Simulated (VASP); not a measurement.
# Ca (Cmcm) in VASP: equation of state

Aim: energy against volume of Ca in PBE, for its equilibrium volume and stiffness.

Everything below comes from runs of VASP 6.6.1. Logs are shortened: lines on timing, memory, paths and dates and some standing lists are left out, and cuts for length are marked.

### 1 The structure

It takes space group Cmcm (No. 63, orthorhombic). Conventional cell: a = 3.943 Å, b = 6.791 Å, c = 6.509 Å, α = 90.00°, β = 90.00°, γ = 90.00°. Ca (site symmetry m2m) is surrounded by 12 Ca at 3.93 to 3.98 Å.

This isn't the form of Ca at room conditions, which is fcc.

### 2 Equation of state, PBE, 40.95 Å³/atom (volume scaled by 0.94)

The input, INCAR:

```
SYSTEM = Ca
PREC     = Accurate       ! precision mode
ENCUT    = 520            ! plane-wave cutoff, eV
EDIFF    = 1E-7           ! SCF threshold, eV
ISMEAR   = -1             ! smearing method
SIGMA    = 0.05           ! smearing width, eV
LREAL    = .False.        ! projectors in reciprocal space
LASPH    = .True.         ! aspherical terms in the spheres
NELM     = 100            ! most SCF steps
ALGO     = Normal         ! electronic algorithm
ISIF     = 2              ! what is computed and relaxed
LWAVE    = .False.        ! write WAVECAR
LCHARG   = .False.        ! write CHGCAR
GGA      = PE             ! functional
NBANDS   = 17             ! bands
```

The input, KPOINTS:

```
regular mesh
0
Gamma
  8 8 4
  0 0 0
```

The input, POSCAR:

```
Ca
1.0
    1.9310345811     -3.3261750126      0.0000000000
    1.9310345811      3.3261750126      0.0000000000
    0.0000000000      0.0000000000      6.3762354406
Ca
2
Direct
    0.1644134000      0.8355866000      0.7500000000
    0.8355866000      0.1644134000      0.2500000000
```

Potentials or basis: VASP PAW PBE potentials, release 64 (Ca_sv).

Launch:

```
$ cat potpaw_PBE.64/Ca_sv/POTCAR > POTCAR
$ mpirun -np 1 vasp_std > vasp.out
```

OUTCAR:

```text
SYSTEM = Ca
   PREC = Accurate
   ENCUT = 520
   EDIFF = 1E-7
   ISMEAR = -1
   LREAL = .False.
   LASPH = .True.
   NELM = 100
   ISIF = 2
   GGA = PE

 Found     63 irreducible k-points:

 Following reciprocal coordinates:
            Coordinates               Weight
  0.000000  0.000000  0.000000      1.000000
  0.125000 -0.000000  0.000000      4.000000
  0.250000 -0.000000  0.000000      4.000000
  0.375000 -0.000000  0.000000      4.000000
  0.500000 -0.000000  0.000000      2.000000
  0.125000  0.125000  0.000000      2.000000
   k-points           NKPTS =     63   k-points in BZ     NKDIM =     63   number of bands    NBANDS=     17
   number of dos      NEDOS =    301   number of ions     NIONS =      2
   total plane-waves  NPLWV =  43200
   dimension x,y,z NGX =    30 NGY =   30 NGZ =   48
   dimension x,y,z NGXF=    60 NGYF=   60 NGZF=   96
   ions per type =               2
   NGX,Y,Z   is equivalent  to a cutoff of  12.97, 12.97, 12.51 a.u.
   NGXF,Y,Z  is equivalent  to a cutoff of  25.93, 25.93, 25.03 a.u.
 SYSTEM =  Ca
   PREC   = accura    normal or accurate (medium, high low for compatibility)
   ISTART =      0    job   : 0-new  1-cont  2-samecut
   ICHARG =      2    charge: 1-file 2-atom 10-const
   ISPIN  =      1    spin polarized calculation?
   LNONCOLLINEAR =      F non collinear calculations
   LSORBIT =      F    spin-orbit coupling
   LASPH  =      T    aspherical Exc in radial PAW
   ENCUT  =  520.0 eV  38.22 Ry    6.18 a.u.   7.15  7.15 11.86*2*pi/ulx,y,z
   NELM   =    100;   NELMIN=  2; NELMDL= -5     # of ELM steps
   EDIFF  = 0.1E-06   stopping-criterion for ELM
   LREAL  =      F    real-space projection
   EDIFFG = 0.1E-05   stopping-criterion for IOM
   NSW    =      0    number of steps for IOM
   IBRION =     -1    ionic relax: 0-MD 1-quasi-New 2-CG
   NFREE  =      0    steps in history (QN), initial steepest desc. (CG)
   ISIF   =      2    stress and relaxation
   ISYM   =      2    0-nonsym 1-usesym 2-fastsym
   POTIM  = 0.5000    time-step for ionic-motion
   TEBEG  =    0.0;   TEEND  =   0.0 temperature during run
   PSTRESS=    0.0 pullay stress
   NELECT =      20.0000    total number of electrons
   NUPDOWN=      -1.0000    fix difference up-down
   EMIN   =  10.00;   EMAX   =-10.00  energy-range for DOS
   EFERMI =   0.00;   METHOD = LEGACY
   ISMEAR =    -1;   SIGMA  =   0.05  broadening in eV -4-tet -1-fermi 0-gaus
   EFERMI_NEDOS =   21; number of points for ismear=-14 and -15
   IALGO  =     38    algorithm
   IMIX   =      4    mixing-type and parameters
     AMIX     =   0.40;   BMIX     =  1.00
     AMIX_MAG =   1.60;   BMIX_MAG =  1.00
  volume/ion in A,a.u.               =      40.95       276.37
  Fermi-wavevector in a.u.,A,eV,Ry     =   1.023234  1.933632 14.245409  1.047008
  Thomas-Fermi vector in A             =   2.156957
   LORBIT       =      0    0 simple, 1 ext, 2 COOP (PROOUT), +10 PAW based schemes
   GGA     = PE    functional components
   LHFCALC =     F    Hartree Fock is set to
   AEXX    =    0.0000 exact exchange contribution
   IVDW    =     0    specifies the selected vdW correction
   LEPSILON=     F    determine dielectric tensor
   LRPA    =     F    only Hartree local field effects (RPA)
 non-spin polarized calculation
  energy-cutoff  :      520.00
  volume of cell :       81.91
 maximum number of plane-waves:      2225
 NGX is ok and might be reduce to    30
   NGX = 15   NGY = 15   NGZ = 23

 number of electron      19.9999998 magnetization

 Free energy of the ion-electron system (eV)
  ---------------------------------------------------
  ext. energy  EPLUGINS =         0.00000000
  ---------------------------------------------------
  free energy    TOTEN  =        -3.85885480 eV

  energy without entropy =       -3.84426259  energy(sigma->0) =       -3.85155870

 E-fermi :   2.1081     XC(G=0):  -7.8287

 val. band max:        2.0206320735   @ k =   0.3750   0.3750   0.5000
 cond. band min:       2.1206308888   @ k =   0.2500   0.1250   0.0000
 fundamental gap:      0.0999988153
 Fermi energy:         2.1081028781

 k-point     1 :       0.0000    0.0000    0.0000
  band No.  band energies     occupation
      1     -39.8614      2.00000
      2     -39.8467      2.00000
      3     -20.9160      2.00000
      4     -20.7987      2.00000
      5     -20.7965      2.00000
      6     -20.7780      2.00000
[... 9 lines left out ...]
     16       4.7900      0.00000
     17       5.2014      0.00000

 k-point     2 :       0.1250   -0.0000    0.0000
  band No.  band energies     occupation
      1     -39.8593      2.00000
      2     -39.8456      2.00000
      3     -20.9085      2.00000
      4     -20.8151      2.00000
      5     -20.8035      2.00000
      6     -20.7963      2.00000
[... 9 lines left out ...]
     16       4.9330      0.00000
     17       4.9683      0.00000

 k-point     3 :       0.2500   -0.0000    0.0000
  band No.  band energies     occupation
      1     -39.8541      2.00000
      2     -39.8430      2.00000
      3     -20.8887      2.00000
      4     -20.8586      2.00000
      5     -20.8395      2.00000
      6     -20.8161      2.00000
[... 9 lines left out ...]
     16       5.0554      0.00000
     17       5.1943      0.00000

 k-point     4 :       0.3750   -0.0000    0.0000
  band No.  band energies     occupation
      1     -39.8484      2.00000
      2     -39.8410      2.00000
      3     -20.9027      2.00000
      4     -20.8814      2.00000
      5     -20.8642      2.00000
      6     -20.8284      2.00000
[... 9 lines left out ...]
     16       5.6218      0.00000
     17       5.8986      0.00000

 k-point     5 :       0.5000   -0.0000    0.0000
  band No.  band energies     occupation
      1     -39.8457      2.00000
      2     -39.8405      2.00000
      3     -20.9210      2.00000
      4     -20.8984      2.00000
      5     -20.8504      2.00000
      6     -20.8334      2.00000
[... 9 lines left out ...]
     16       6.2926      0.00000
     17       6.3305      0.00000

 k-point     6 :       0.1250    0.1250    0.0000
  band No.  band energies     occupation
      1     -39.8557      2.00000
      2     -39.8438      2.00000
      3     -20.8951      2.00000
      4     -20.8394      2.00000
      5     -20.8318      2.00000
      6     -20.8094      2.00000
[... 9 lines left out ...]
     16       4.8622      0.00000
     17       5.0422      0.00000

 [... further k-points ...]

------------------------ aborting loop because EDIFF is reached ----------------------------------------

  FORCE on cell =-STRESS in cart. coord.  units (eV):
  Direction    XX          YY          ZZ          XY          YZ          ZX
  --------------------------------------------------------------------------------------
  -------------------------------------------------------------------------------------
  Total        0.2546207      0.4074699      0.3446052      0.0000000     -0.0000000      0.0000000
  in kB        4.9805218      7.9703361      6.7406681      0.0000000     -0.0000000      0.0000000
  external PRESSURE =       6.5638420 kB  Pullay stress =       0.0000000 kB

 VOLUME and BASIS-vectors are now :
 -----------------------------------------------------------------------------
  energy-cutoff  :      520.00
  volume of cell :       81.91
      direct lattice vectors                 reciprocal lattice vectors
     1.931034581 -3.326175013  0.000000000     0.258928558 -0.150322818  0.000000000
     1.931034581  3.326175013  0.000000000     0.258928558  0.150322818  0.000000000
     0.000000000  0.000000000  6.376235441     0.000000000  0.000000000  0.156832352

 POSITION                                       TOTAL-FORCE (eV/Angst)
 -----------------------------------------------------------------------------------
      1.93103      2.23244      4.78218         0.000000     -0.017563      0.000000
      1.93103     -2.23244      1.59406         0.000000      0.017563     -0.000000
 -----------------------------------------------------------------------------------
    total drift:                                0.000000     -0.000000      0.000000

  FREE ENERGIE OF THE ION-ELECTRON SYSTEM (eV)
  ---------------------------------------------------
  free  energy   TOTEN  =        -3.8588548028 eV

  energy  without entropy=       -3.8442625914  energy(sigma->0) =       -3.85155870
```

Wall time 58 s (1 thread of Intel Xeon Platinum 8488C (Sapphire Rapids), shared host); peak memory 0.22 GiB.

What came out:

```yaml
Free_energy: -3.8589 eV
Pressure: 0.7 GPa
Largest_force: 0.018 eV/Å
Band_gap_on_the_k_mesh: none (metal or under the smearing width)
```

### 3 Equation of state, PBE, 41.83 Å³/atom (volume scaled by 0.96)

The input, INCAR:

```
PREC = Accurate ; ENCUT = 520
EDIFF = 1E-7 ; ISMEAR = -1
SIGMA = 0.05 ; LREAL = False
LASPH = True ; NELM = 60
ALGO = Normal ; ISIF = 2
LWAVE = False ; LCHARG = False
GGA = PE ; NBANDS = 17
```

The input, KPOINTS:

```
regular mesh
0
Gamma
  8 8 4
```

The input, POSCAR:

```
Ca
1.0
    1.9446338643     -3.3495995521      0.0000000000
    1.9446338643      3.3495995521      0.0000000000
    0.0000000000      0.0000000000      6.4211399865
Ca
2
Direct
    0.1644134000      0.8355866000      0.7500000000
    0.8355866000      0.1644134000      0.2500000000
```

Potentials or basis: VASP PAW PBE potentials, release 64 (Ca_sv).

Launch:

```
$ cat potpaw_PBE.64/Ca_sv/POTCAR > POTCAR
$ mpirun -np 1 vasp_std > vasp.out
```

Wall time 60 s (1 thread of Intel Xeon Platinum 8488C (Sapphire Rapids), shared host); peak memory 0.23 GiB.

The run converged. Its results:

```yaml
Free_energy: -3.8641 eV
Pressure: 0.3 GPa
Largest_force: 0.017 eV/Å
Band_gap_on_the_k_mesh: none (metal or under the smearing width)
```

### 4 Equation of state, PBE, 42.70 Å³/atom (volume scaled by 0.98)

The input, INCAR:

```
ALGO     = Normal         # electronic algorithm
EDIFF    = 1E-7           # SCF threshold, eV
ENCUT    = 520            # plane-wave cutoff, eV
GGA      = PE             # functional
ISIF     = 2              # what is computed and relaxed
ISMEAR   = -1             # smearing method
LASPH    = T              # aspherical terms in the spheres
LCHARG   = F              # write CHGCAR
LREAL    = F              # projectors in reciprocal space
LWAVE    = F              # write WAVECAR
NBANDS   = 17             # bands
NELM     = 100            # most SCF steps
PREC     = Accurate       # precision mode
SIGMA    = 0.05           # smearing width, eV
```

The input, KPOINTS:

```
k-points
0
Gamma
  8 8 4
```

The input, POSCAR:

```
Ca
1.0
    1.9580455561     -3.3727009686      0.0000000000
    1.9580455561      3.3727009686      0.0000000000
    0.0000000000      0.0000000000      6.4654251100
Ca
2
Direct
    0.1644134000      0.8355866000      0.7500000000
    0.8355866000      0.1644134000      0.2500000000
```

Launch:

```
$ cat potpaw_PBE.64/Ca_sv/POTCAR > POTCAR
$ mpirun -np 1 vasp_std > vasp.out
```

It took 57 s on 1 thread of Intel Xeon Platinum 8488C (Sapphire Rapids), shared host; peak memory 0.23 GiB.

Results (log left out):

- Free energy: -3.8651 eV
- Pressure: -0.1 GPa
- Largest force: 0.016 eV/Å
- Band gap on the k mesh: none (metal or under the smearing width)

### 5 Equation of state, PBE, 44.44 Å³/atom (volume scaled by 1.02)

The input, INCAR:

```
SYSTEM = Ca
PREC = Accurate ; ENCUT = 520
EDIFF = 1E-7 ; ISMEAR = -1
SIGMA = 0.05 ; LREAL = .False.
LASPH = .True. ; NELM = 100
ALGO = Normal ; ISIF = 2
LWAVE = .False. ; LCHARG = .False.
GGA = PE ; NBANDS = 17
```

The input, KPOINTS:

```
Automatic mesh
0
Gamma
  8 8 4
  0 0 0
```

The input, POSCAR:

```
Ca
1.0
    1.9843311834     -3.4179775253      0.0000000000
    1.9843311834      3.4179775253      0.0000000000
    0.0000000000      0.0000000000      6.5522196965
Ca
2
Direct
    0.1644134000      0.8355866000      0.7500000000
    0.8355866000      0.1644134000      0.2500000000
```

Launch:

```
$ cat potpaw_PBE.64/Ca_sv/POTCAR > POTCAR
$ mpirun -np 1 vasp_std > vasp.out
```

Run time: 68 s. Hardware: 1 thread of Intel Xeon Platinum 8488C (Sapphire Rapids), shared host; peak memory 0.23 GiB.

It converged, with:

* Free energy: -3.8560 eV
* Pressure: -0.8 GPa
* Largest force: 0.016 eV/Å
* Band gap on the k mesh: none (metal or under the smearing width)

### 6 Equation of state, PBE, 45.31 Å³/atom (volume scaled by 1.04)

The input, INCAR:

```
PREC = Accurate
ENCUT = 520
EDIFF = 1E-7
ISMEAR = -1
SIGMA = 0.05
LREAL = F
LASPH = T
NELM = 100
ALGO = Normal
ISIF = 2
LWAVE = F
LCHARG = F
GGA = PE
NBANDS = 17
```

The input, KPOINTS:

```
Automatic mesh
0
Gamma
  8 8 4
```

The input, POSCAR:

```
Ca
1.0
    1.9972168119     -3.4401728064      0.0000000000
    1.9972168119      3.4401728064      0.0000000000
    0.0000000000      0.0000000000      6.5947677699
Ca
2
Direct
    0.1644134000      0.8355866000      0.7500000000
    0.8355866000      0.1644134000      0.2500000000
```

Potentials or basis: VASP PAW PBE potentials, release 64 (Ca_sv).

Launch:

```
$ cat potpaw_PBE.64/Ca_sv/POTCAR > POTCAR
$ mpirun -np 1 vasp_std > vasp.out
```

Run time: 64 s. Hardware: 1 thread of Intel Xeon Platinum 8488C (Sapphire Rapids), shared host; peak memory 0.24 GiB.

The run converged. Its results:

* Free energy: -3.8465 eV
* Pressure: -1.0 GPa
* Largest force: 0.015 eV/Å
* Band gap on the k mesh: none (metal or under the smearing width)

### 7 Equation of state, PBE, 46.18 Å³/atom (volume scaled by 1.06)

The input, INCAR:

```
SYSTEM = Ca
PREC = Accurate
ENCUT = 520
EDIFF = 1E-7
ISMEAR = -1
SIGMA = 0.05
LREAL = .False.
LASPH = .True.
NELM = 60
ALGO = Normal
ISIF = 2
LWAVE = .False.
LCHARG = .False.
GGA = PE
NBANDS = 17
```

The input, KPOINTS:

```
regular mesh
0
Gamma
  8 8 4
  0 0 0
```

The input, POSCAR:

```
Ca
1.0
    2.0099382810     -3.4620853259      0.0000000000
    2.0099382810      3.4620853259      0.0000000000
    0.0000000000      0.0000000000      6.6367737927
Ca
2
Direct
    0.1644134000      0.8355866000      0.7500000000
    0.8355866000      0.1644134000      0.2500000000
```

Launch:

```
$ cat potpaw_PBE.64/Ca_sv/POTCAR > POTCAR
$ mpirun -np 1 vasp_std > vasp.out
```

Run time: 71 s. Hardware: 1 thread of Intel Xeon Platinum 8488C (Sapphire Rapids), shared host; peak memory 0.23 GiB.

The run converged. Its results:

| Item | Value |
| --- | --- |
| Free energy | -3.8341 eV |
| Pressure | -1.3 GPa |
| Largest force | 0.015 eV/Å |
| Band gap on the k mesh | none (metal or under the smearing width) |

### 8 Equation of state, PBE

Potentials or basis: VASP PAW PBE potentials, release 64 (Ca_sv).

This step only gathers the single runs of the series.

What came out:

- Equilibrium volume: 42.48 Å³/atom
- Bulk modulus at fixed shape and positions: 17.5 GPa
- Pressure derivative of the bulk modulus: 3.5

Energy against volume, from the lowest point:
| volume (Å³/atom) | energy (meV/atom) |
| --- | --- |
| 40.954 | 3.11 |
| 41.826 | 0.51 |
| 42.697 | 0.00 |
| 43.568 | 1.40 |
| 44.440 | 4.54 |
| 45.311 | 9.28 |
| 46.183 | 15.46 |

Caveat: the cell was scaled at fixed shape and fractional positions, which overstates the stiffness of a crystal with free parameters, most of all of layers and chains.
